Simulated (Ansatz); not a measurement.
**All-electron card of BaTiO3**

```xyz
5
Lattice="3.9998 0.0000 0.0000 0.0000 3.9998 0.0000 0.0000 0.0000 4.0180" Properties=species:S:1:pos:R:3 pbc="T T T"
Ba    0.0000    0.0000    0.0000
Ti    1.9999    1.9999    1.9367
O     1.9999    1.9999    0.0643
O     1.9999    0.0000    2.0693
O     0.0000    1.9999    2.0693
```

Atom numbers follow the list: Ba1, Ti2, O3, O4, O5.

The cell is COD entry 2100858, as deposited and not checked against the literature; nothing was relaxed.

Spin–orbit coupling is left out, though it moves levels of the heavy atoms by tenths of an eV or more.

Methods: DFT, PBE, all-electron LAPW, scalar-relativistic (Ansatz 0.2.0); DFT, PBE, PAW with Ansatz's default frozen-core files, scalar-relativistic (Ansatz 0.2.0).

For LAPW: a Γ-centred 7×7×7 k mesh, Fermi–Dirac smearing of 0.08 eV, basis error target 1 meV/atom, no spin polarisation. PAW takes a cutoff of 420 eV at this cell. The Ansatz runs share mesh, smearing and spin set-up. Values come from LAPW unless marked.

```
Bader charges (from the PAW run) : Ba1 +1.53, Ti2 +2.21, O3 -1.23, O4 -1.26 e
Volume per atom                  : 12.86 Å³
```

Task: Give the computed value. Largest force.

Result: 0.353 eV/Å on O3.

Task: Predict this quantity. Band gap.

Result: 1.83 eV, indirect from A (0.5, 0.5, 0.5) to Γ.

Task: Predict this quantity. Pressure at this cell.

Result: 26.6 kbar.

Task: Predict this quantity. Smallest direct gap on the path.

Result: 2.13 eV.

Task: Predict this quantity. Stress xx, yy, zz (compression positive).

Result: 2.18, 2.18, 3.64 GPa.

Task: Löwdin charges (with 0.35 e of the cell spilling out of the atomic basis, so their sizes and signs hang on that basis): what does the calculation give?

Result: Ba1 1.79, Ti2 1.22, O3 -0.87, O4 -0.90 e.
